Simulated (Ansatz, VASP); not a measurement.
One calculation of C, two programs

The input INCAR:

```
PREC = Accurate
ENCUT = 600
EDIFF = 1E-6
ISMEAR = -1
SIGMA = 0.05
LREAL = False
LASPH = True
NELM = 60
ALGO = Normal
ISIF = 3
LWAVE = False
LCHARG = False
GGA = PE
IBRION = 2
NSW = 80
EDIFFG = -0.01
```

Contents of KPOINTS:

```
Automatic mesh
0
Gamma
  8 8 8
```

File POSCAR:

```
C
1.0
    0.0000000000      1.7834000000      1.7834000000
    1.7834000000      0.0000000000      1.7834000000
    1.7834000000      1.7834000000      0.0000000000
C
2
Direct
    0.5000000000      0.5000000000      0.5000000000
    0.7500000000      0.7500000000      0.7500000000
```

Input for Ansatz:

```yaml
crystal:
  lattice:
    - [0.0, 1.7834, 1.7834]
    - [1.7834, 0.0, 1.7834]
    - [1.7834, 1.7834, 0.0]
  atoms:
    - { symbol: C, position: [0.5, 0.5, 0.5] }
    - { symbol: C, position: [0.75, 0.75, 0.75] }
hamiltonian:
  xc: pbe
  pseudopotentials:
    kind: paw
    azcp:
      C: "pseudopotentials/C.paw.azcp"
basis:
  ecutwfc: 420
  fft_grid_basis: typed
kpoints:
  mp_grid: { grid: [8, 8, 8], shift: [0, 0, 0] }
magnetization:
  spin_polarized: false
scf:
  occupations: { method: fermi_dirac, width: 0.05 }
relax:
  max_steps: 60
  f_tol: 0.01
  cell: {}
```

This isn't the form of C at room conditions, which is graphite.

Alike in both runs: task relaxation of cell and atoms; functional PBE; k mesh 8 × 8 × 8; occupations fermi-dirac, width 0.05 eV; no spin polarisation.

|  | VASP | Ansatz |
| --- | --- | --- |
| version | VASP 6.6.1 | Ansatz 0.2.0 |
| potentials or method | VASP PAW PBE potentials, release 64 (C) | plane waves (420 eV) with PAW, scalar-relativistic |
| plane-wave cutoff (eV) | 600 | 420 |
| valence electrons in the cell | 8 | 8 |

|  | VASP | Ansatz | Ansatz less VASP |
| --- | --- | --- | --- |
| relaxed volume (Å³/atom) | 5.70 | 5.70 | 0.000 |
| relaxed cell length with the largest relative difference (Å) | 2.526 | 2.526 | 0.0000 |

PBE usually gives volumes a little too large and moduli too small. Zero-point motion and thermal expansion aren't in these numbers.
